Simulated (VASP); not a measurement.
System: AlNi (CsCl type, first atom moved by 0.06 Å along [111]), 2 atoms in the cell.

```
CELL_PARAMETERS angstrom
2.89000 0.00000 0.00000
0.00000 2.89000 0.00000
0.00000 0.00000 2.89000
ATOMIC_POSITIONS crystal
Ni 0.01199 0.01199 0.01199
Al 0.50000 0.50000 0.50000
```

Code and potentials: VASP, Ni_pv/Al, 478 eV. Settings: k-mesh 4×4×4 Γ-centred; Fermi–Dirac smearing of 0.1 eV; no spin polarisation. For HSE06: HFSCREEN = 0.208; HFRCUT = 0; PRECFOCK = Normal.

Plain PBE gives:

| Quantity | Value |
| --- | --- |
| Pressure | -1.01 GPa |

| atom | Fx (eV/Å) | Fy (eV/Å) | Fz (eV/Å) |
| --- | --- | --- | --- |
| Ni1 | -0.197 | -0.197 | -0.197 |
| Al2 | 0.197 | 0.197 | 0.197 |

**Question.** What changes under HSE06?

**Answer.** The pressure falls by 4.75 GPa to -5.76 GPa; the forces move by 35 meV/Å (rms):

```tsv
atom	Fx (eV/Å)	Fy (eV/Å)	Fz (eV/Å)
Ni1	-0.176	-0.176	-0.176
Al2	0.176	0.176	0.176
```

VASP prints the stress at a fixed plane-wave basis, so it holds the Pulay stress of this cutoff.

The k-mesh is coarse, so these values belong to this mesh and can lie far from the converged ones. Potentials made with PBE were used with another functional (at least in: VASP, Ni_pv/Al, 478 eV (HSE06)).
